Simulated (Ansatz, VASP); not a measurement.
# In3GaAs4 (ordered alloy, x = 0.25, built in the cubic cell of 8 atoms (invented)) in two plane-wave programs, part 2 of 2

Aim: how closely do two programs agree when they are given the same cell, functional and k mesh? The cell is generated by rule, not measured, and may not be a known phase. The cell is taken from a series of runs on this material, whose earlier steps may have relaxed, scaled, displaced or heated it; both programs get it as it stands.

VASP 6.6.1 and Ansatz 0.2.0.

So far: The structure; Ansatz: relaxation of cell and atoms, r2SCAN.

## Step 3: VASP: relaxation of cell and atoms, r2SCAN

Level of this step: r2SCAN; plane waves and PAW (Ga_d, In_d, As); invented cell (VASP).

The same cell, functional, mesh and smearing now go to VASP, with its own data sets.

Lines of VASP's logs that name or quote its potential files are left out, and so is its time.

The input, INCAR:

```
SYSTEM = In3GaAs4
PREC = Accurate
ENCUT = 550
EDIFF = 1E-07
NELM = 120
ISMEAR = 0
SIGMA = 0.01
LREAL = .FALSE.
ALGO = Normal
METAGGA = R2SCAN
LASPH = .TRUE.
NBANDS = 44
LORBIT = 11
LWAVE = .FALSE.
LCHARG = .FALSE.
ISIF = 3
IBRION = 2
NSW = 80
EDIFFG = -0.005
GGA_COMPAT = .FALSE.
NELMIN = 4
EFERMI = MIDGAP
LMIXTAU = .TRUE.
KPAR = 2
```

The input, POSCAR:

```
In3GaAs4
1.0
    5.9978410000      0.0000000000      0.0000000000
    0.0000000000      5.9978410000      0.0000000000
    0.0000000000      0.0000000000      5.9978410000
Ga In As
1 3 4
Direct
    0.0000000000      0.0000000000      0.0000000000
    0.0000000000      0.5000000834      0.5000000834
    0.5000000834      0.0000000000      0.5000000834
    0.5000000834      0.5000000834      0.0000000000
    0.2395411949      0.2395411949      0.2395411949
    0.2395411949      0.7604588051      0.7604588051
    0.7604588051      0.2395411949      0.7604588051
    0.7604588051      0.7604588051      0.2395411949
```

The input, KPOINTS:

```
Automatic mesh
0
Gamma
6 6 6
0 0 0
```

Potentials, in the order of the species: Ga_d, In_d and As (PBE family, release 64).

Launch:

```bash
$ mpirun -np 2 vasp_std
```

Numbers of over 12 decimals in the logs are rounded to 6 here.

Output:

```text
[banner, memory and clock lines left out]
running    2 mpi-ranks, on    1 nodes
 distrk:  each k-point on    1 cores,    2 groups
 distr:  one band on    1 cores,    1 groups

 POSCAR found type information on POSCAR GaInAs
 POSCAR found :  3 types and       8 ions
|                                                                             |
|               ----> ADVICE to this user running VASP <----                  |
|                                                                             |
|     You enforced a specific xc type in the INCAR file but a different       |
|     [... a line on the potential file left out ...]
|     I HOPE YOU KNOW WHAT YOU ARE DOING!                                     |
|                                                                             |

 LDA part: xc-table for (None), standard interpolation
 POSCAR, INCAR and KPOINTS ok, starting setup
 FFT: planning ... GRIDC
 FFT: planning ... GRID_SOFT
 FFT: planning ... GRID
 WAVECAR not read
 entering main loop
       N       E                     dE             d eps       ncg     rms          rms(c)
DAV:   1     0.601618506960E+03    0.60162E+03   -0.34569E+04  1816   0.206E+03
DAV:   2    -0.386908254329E+02   -0.64031E+03   -0.62570E+03  1784   0.525E+02
DAV:   3    -0.146321903009E+03   -0.10763E+03   -0.10458E+03  2024   0.211E+02
DAV:   4    -0.153169716362E+03   -0.68478E+01   -0.68033E+01  2192   0.511E+01
DAV:   5    -0.153419110187E+03   -0.24939E+00   -0.24919E+00  2420   0.102E+01    0.123E+01
DAV:   6    -0.145174335151E+03    0.82448E+01   -0.63895E+00  2336   0.362E+01    0.568E+00
DAV:   7    -0.139125968587E+03    0.60484E+01   -0.17498E+00  1884   0.100E+01    0.228E+00
DAV:   8    -0.140853754278E+03   -0.17278E+01   -0.20824E+00  1812   0.823E+00    0.207E+00
DAV:   9    -0.141002614193E+03   -0.14886E+00   -0.18266E-01  2076   0.266E+00    0.926E-01
DAV:  10    -0.141070768683E+03   -0.68154E-01   -0.93010E-02  2208   0.216E+00    0.391E-01
DAV:  11    -0.141103063947E+03   -0.32295E-01   -0.95576E-02  1832   0.171E+00    0.307E-01
DAV:  12    -0.141110652059E+03   -0.75881E-02   -0.59745E-03  2028   0.418E-01    0.214E-01
DAV:  13    -0.141112207904E+03   -0.15558E-02   -0.16314E-02  2112   0.772E-01    0.120E-01
DAV:  14    -0.141115462986E+03   -0.32551E-02   -0.35709E-03  1832   0.413E-01    0.286E-01
[...]
DAV:  19    -0.141117030215E+03   -0.80419E-04   -0.77245E-05  2056   0.452E-02    0.533E-03
DAV:  20    -0.141117025779E+03    0.44360E-05   -0.11378E-05  2232   0.230E-02    0.116E-02
DAV:  21    -0.141117025656E+03    0.12325E-06   -0.12422E-06  2260   0.603E-03    0.207E-02
DAV:  22    -0.141117032400E+03   -0.67440E-05   -0.21412E-06  1744   0.103E-02    0.150E-02
DAV:  23    -0.141117035450E+03   -0.30498E-05   -0.28392E-06  2120   0.110E-02    0.692E-03
DAV:  24    -0.141117035955E+03   -0.50516E-06   -0.34295E-07  1536   0.351E-03    0.626E-03
DAV:  25    -0.141117035642E+03    0.31264E-06   -0.28539E-07  1472   0.556E-03    0.108E-02
DAV:  26    -0.141117035634E+03    0.79744E-08   -0.14095E-07  1128   0.208E-03
   1 F= -.14111704E+03 E0= -.14111704E+03  d E =-.141117E+03
 curvature:   0.00 expect dE= 0.000E+00 dE for cont linesearch  0.000E+00
 trial: gam= 0.00000 g(F)=  0.128E-04 g(S)=  0.194E-04 ort = 0.000E+00 (trialstep = 0.100E+01)
 search vector abs. value=  0.322E-04
 bond charge predicted
       N       E                     dE             d eps       ncg     rms          rms(c)
DAV:   1    -0.141117251775E+03   -0.21613E-03   -0.54771E-03  2400   0.910E-01    0.891E-02
DAV:   2    -0.141117081339E+03    0.17044E-03   -0.43750E-04  2396   0.297E-01    0.350E-02
DAV:   3    -0.141117035972E+03    0.45367E-04   -0.95986E-05  2396   0.125E-01    0.168E-02
DAV:   4    -0.141117041912E+03   -0.59400E-05   -0.21927E-05  1868   0.327E-02    0.118E-02
DAV:   5    -0.141117036566E+03    0.53453E-05   -0.12702E-05  1796   0.245E-02    0.252E-03
DAV:   6    -0.141117040955E+03   -0.43886E-05   -0.94296E-06  1800   0.232E-02    0.247E-03
DAV:   7    -0.141117042251E+03   -0.12963E-05   -0.77906E-07  1684   0.526E-03    0.257E-03
DAV:   8    -0.141117042233E+03    0.18093E-07   -0.85655E-08  1256   0.242E-03
   2 F= -.14111704E+03 E0= -.14111704E+03  d E =-.659891E-05
 trial-energy change:   -0.000007  1 .order   -0.000014   -0.000032    0.000004
 step:   0.5901(harm=  0.8814)  dis= 0.00013  next Energy=  -141.117044 (dE=-0.799E-05)
 reached required accuracy - stopping structural energy minimisation
```

OUTCAR, selected parts (step 3):

```text
ion  position               nearest neighbor table
   1  0.000  0.000  0.000-   5 2.49   6 2.49   7 2.49   8 2.49
   2  0.000  0.500  0.500-   6 2.64   7 2.64   8 2.64   5 2.64
   3  0.500  0.000  0.500-   7 2.64   6 2.64   8 2.64   5 2.64
   4  0.500  0.500  0.000-   8 2.64   7 2.64   6 2.64   5 2.64
   5  0.240  0.240  0.240-   1 2.49   2 2.64   3 2.64   4 2.64
   6  0.240  0.760  0.760-   1 2.49   2 2.64   3 2.64   4 2.64
   7  0.760  0.240  0.760-   1 2.49   3 2.64   2 2.64   4 2.64
   8  0.760  0.760  0.240-   1 2.49   4 2.64   3 2.64   2 2.64

  LATTYP: Found a simple cubic cell.
 ALAT       =     5.9978410000

 Subroutine GETGRP returns: Found 24 space group operations
 (whereof 24 operations were pure point group operations)

The static configuration has the point symmetry T_d .

 Found     20 irreducible k-points:

   k-points           NKPTS =     20   k-points in BZ     NKDIM =     20   number of bands    NBANDS=     44

   dimension x,y,z NGX =    48 NGY =   48 NGZ =   48
   dimension x,y,z NGXF=    96 NGYF=   96 NGZF=   96

   ENCUT  =  550.0 eV  40.42 Ry    6.36 a.u.  11.47 11.47 11.47*2*pi/ulx,y,z

   NELECT =      72.0000    total number of electrons

 k-points in reciprocal lattice and weights: Automatic mesh
   0.00000000  0.00000000  0.00000000       0.005
   0.16666667  0.00000000  0.00000000       0.028
   0.33333333  0.00000000  0.00000000       0.028
   0.50000000  0.00000000  0.00000000       0.014
   0.16666667  0.16666667  0.00000000       0.056
   0.33333333  0.16666667  0.00000000       0.111
   0.50000000  0.16666667  0.00000000       0.056
   0.33333333  0.33333333  0.00000000       0.056
   0.50000000  0.33333333  0.00000000       0.056
[...]
0.50000000  0.50000000  0.33333333       0.028
   0.50000000  0.50000000  0.50000000       0.005

 average (electrostatic) potential at core
       1 -71.0472       2-102.5188       3-102.5188       4-102.5188       5 -54.5216
       6 -54.5216       7 -54.5216       8 -54.5216

 E-fermi :   4.0142

 k-point     1 :       0.0000    0.0000    0.0000
  band No.  band energies     occupation
    ...
     32       1.6273      2.00000
     33       1.6273      2.00000
     34       3.9142      2.00000
     35       3.9142      2.00000
     36       3.9142      2.00000
     37       4.1143      0.00000
     38       5.7895      0.00000
     39       5.7895      0.00000
     40       5.7895      0.00000
     41       6.0907      0.00000
    ...

 k-point     2 :       0.1667    0.0000    0.0000
  band No.  band energies     occupation
    ...
     32       1.6725      2.00000
     33       1.6725      2.00000
     34       2.6994      2.00000
     35       3.6670      2.00000
     36       3.6670      2.00000
     37       5.3178      0.00000
     38       5.8176      0.00000
     39       6.2178      0.00000
     40       6.2178      0.00000
     41       6.3142      0.00000
    ...

 k-point     3 :       0.3333    0.0000    0.0000
  band No.  band energies     occupation
    ...
     32       1.4626      2.00000
     33       1.9593      2.00000
     34       1.9593      2.00000
     35       3.1069      2.00000
     36       3.1069      2.00000
     37       6.0087      0.00000
     38       6.3786      0.00000
     39       6.8265      0.00000
     40       7.1745      0.00000
     41       7.3393      0.00000
    ...

  Total       -0.0188378     -0.0188378     -0.0188378     -0.0000000     -0.0000000      0.0000000
  in kB       -0.1397972     -0.1397972     -0.1397972     -0.0000000     -0.0000000      0.0000000
  external PRESSURE =      -0.1397972 kB  Pullay stress =       0.0000000 kB

  energy-cutoff  :      550.00
  volume of cell :      215.89
      direct lattice vectors                 reciprocal lattice vectors
     5.999025757  0.000000000 -0.000000000     0.166693733  0.000000000 -0.000000000
     0.000000000  5.999025757  0.000000000    -0.000000000  0.166693733  0.000000000
     0.000000000 -0.000000000  5.999025757     0.000000000 -0.000000000  0.166693733

 POSITION                                       TOTAL-FORCE (eV/Angst)
 -----------------------------------------------------------------------------------
      5.99903      0.00000     -0.00000         0.000000      0.000000      0.000000
      5.99903      2.99951      2.99951         0.000000      0.000000      0.000000
      2.99951      0.00000      2.99951         0.000000      0.000000      0.000000
      2.99951      2.99951      0.00000         0.000000      0.000000      0.000000
      1.43724      1.43724      1.43724         0.002512      0.002512      0.002512
      1.43724      4.56179      4.56179         0.002512     -0.002512     -0.002512
      4.56179      1.43724      4.56179        -0.002512      0.002512     -0.002512
      4.56179      4.56179      1.43724        -0.002512     -0.002512      0.002512
 -----------------------------------------------------------------------------------
    total drift:                               -0.000376     -0.000376     -0.000376

  FREE ENERGIE OF THE ION-ELECTRON SYSTEM (eV)
  ---------------------------------------------------
  free  energy   TOTEN  =      -141.1170422331 eV

  energy  without entropy=     -141.1170422331  energy(sigma->0) =     -141.11704223

 reached required accuracy - stopping structural energy minimisation

 total charge
# of ion       s       p       d       tot
------------------------------------------
    1        0.845   0.725   9.994  11.564
    2        0.836   0.751   9.888  11.475
    3        0.836   0.751   9.888  11.475
    4        0.836   0.751   9.888  11.475
    5        1.213   1.604   0.023   2.840
    6        1.213   1.604   0.023   2.840
    7        1.213   1.604   0.023   2.840
    8        1.213   1.604   0.023   2.840
--------------------------------------------------
tot          8.202   9.394  39.751  57.347

[... 3 further parts left out ...]
```

CONTCAR:

```
In3GaAs4
   1.00000000000000
     5.9990257566983818    0.0000000000000000   -0.0000000000000000
     0.0000000000000000    5.9990257566983818    0.0000000000000000
     0.0000000000000000   -0.0000000000000000    5.9990257566983818
  Ga              In              As
     1     3     4
Direct
     1.0000000000000000    0.0000000000000000    0.0000000000000000
     1.0000000000000000    0.5000000834000033    0.5000000834000033
     0.5000000834000033    0.0000000000000000    0.5000000834000033
     0.5000000834000033    0.5000000834000033    0.0000000000000000
     0.2395789906501678    0.2395789906501678    0.2395789906501678
     0.2395789906501678    0.7604210093498321    0.7604210093498321
     0.7604210093498321    0.2395789906501678    0.7604210093498321
     0.7604210093498321    0.7604210093498321    0.2395789906501678
```

The gap is read on the k-mesh alone, so it is an upper bound where the band edges lie off the mesh. The PAW data sets were made with PBE, which is usual practice but a small mismatch for other functionals. The run keeps the 24 symmetry operations of its start, so it cannot find a distortion of lower symmetry.

## Step 4: Comparison

Known differences besides the potentials themselves: VASP keeps PBE cores, Ansatz makes them for the functional; the data sets hold 112 valence electrons in Ansatz (on its PAW soft_1 files) and 72 in VASP; the cutoff is 500 eV in Ansatz and 550 eV in VASP; Ansatz adds a Pulay correction to the stress that steers its cell, VASP none. Total energies have different zeros and are not compared.

Compared:

| quantity | Ansatz | VASP | difference |
| --- | --- | --- | --- |
| volume (Å³) | 215.72 | 215.89 | -0.08 % |
| edge a after relaxation, in the typed setting (Å) | 5.997 | 5.999 | -0.03 % |

## Step 5: Summary of results

```yaml
difference_in_volume_relaxation_of_cell_and_atoms_r2scan: -0.080 %
```

**Reading.** The difference in volume is -0.080 % (relaxation of cell and atoms, r2SCAN), within the 1.2 % picked in this series as the mark of a large difference, as far as the stopping tolerances let one tell. The data sets hold unlike numbers of valence electrons (112 in Ansatz and 72 in VASP), so part of the differences may come from the potentials. 1 further pair of this series is not shown here. How closely two codes agree says nothing of how well the functional describes the real material.

[Lines on the potential files, build, host, timing and source positions are cut from VASP's logs without a mark.]

[Logs are printed without paths, hosts, clocks, repeated set-up lines and the standing remarks that a program may print on its own settings, such as how far it seeks lower states.]

[Hosts, paths, dates, database ids (printed as entryN), source tags and the programs' standing remarks are cut or masked in the printed files.]
